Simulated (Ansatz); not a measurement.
Crystal: Ag.

```
Ag
1.0
     0.00000    2.04275    2.04275
     2.04275    0.00000    2.04275
     2.04275    2.04275    0.00000
Ag
1
Direct
  0.00000 0.00000 0.00000
```

| Property | Result |
| --- | --- |
| Program | Ansatz 0.2.0 |
| Task | single point |
| Functional | PBEsol |
| Potentials or basis | all-electron LAPW, scalar-relativistic |
| Cutoff | 240 eV (chosen from the basis error) |
| Basis error allowed | 0.001 eV/atom |
| k mesh | 11 × 11 × 11 |
| Occupations | fermi-dirac, width 0.05 eV |
| Spin | no spin polarisation |

On this cell: pressure -2.9 GPa; band gap on the k mesh none (metal or under the smearing width).

The same run follows on a disturbed copy (cell strained at random at fixed volume):

```
Ag
1.0
    -0.00622    2.03863    2.06720
     2.01497    0.04695    2.01403
     2.08560    2.05608   -0.02368
Ag
1
Direct
  0.00221 0.02855 0.98957
```

What changes?

The energy (extrapolated to zero smearing) moves by +6.1 meV/atom; pressure -2.5 GPa; band gap on the k mesh none (metal or under the smearing width).

Stress tensor (GPa, compression positive):
```
-2.32 -1.71  1.39
-1.71 -2.57 -0.80
 1.39 -0.80 -2.62
```
